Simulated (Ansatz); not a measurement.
Calculated with Ansatz (gas phase, PBE0-D4/def2-TZVP geometries, no zero-point term in ΔE). CBS: MP2 limit from def2 TZ/QZ plus the TZ coupled-cluster correction, frozen cores. Functionals use def2-TZVPP. B3LYP here is the variant with VWN-RPA as its local correlation; programs differ in this. One conformer a species, not always the lowest.

`O[SiH](O)[SiH2]Cl` + acetic acid → `CC(=O)O[SiH2]Cl` + `O[SiH2]O`  (cleavage of the Si–Si bond)

(1) Is it downhill or uphill in electronic energy at CCSD(T)/CBS, and by how much? (An estimate is asked.)

(2) What do these levels give: PBE-D4, PBE0-D4, B2PLYP, PBE, PBE0, B3LYP, HF/def2-TZVPP, SCS-MP2/def2-TZVPP, MP2/def2-QZVPP, SCS-MP2/def2-QZVPP, MP2/CBS(def2), CCSD/CBS(def2)? (Best estimate.)

Largest T1 diagnostic among the species: 0.015.

Results:

(1) Ansatz gave: Downhill: ΔE = -105.2 kJ/mol.

(2) Computed: PBE-D4 -78.1, PBE0-D4 -85.1, B2PLYP -106.7, PBE -78.9, PBE0 -86.0, B3LYP -99.0, HF/def2-TZVPP -117.7, SCS-MP2/def2-TZVPP -116.0, MP2/def2-QZVPP -114.2, SCS-MP2/def2-QZVPP -115.2, MP2/CBS(def2) -112.9, CCSD/CBS(def2) -106.0 kJ/mol.

From PBE to PBE0 (25 % exact exchange), in def2-TZVPP and without D4, ΔE moves by −7.0 kJ/mol.
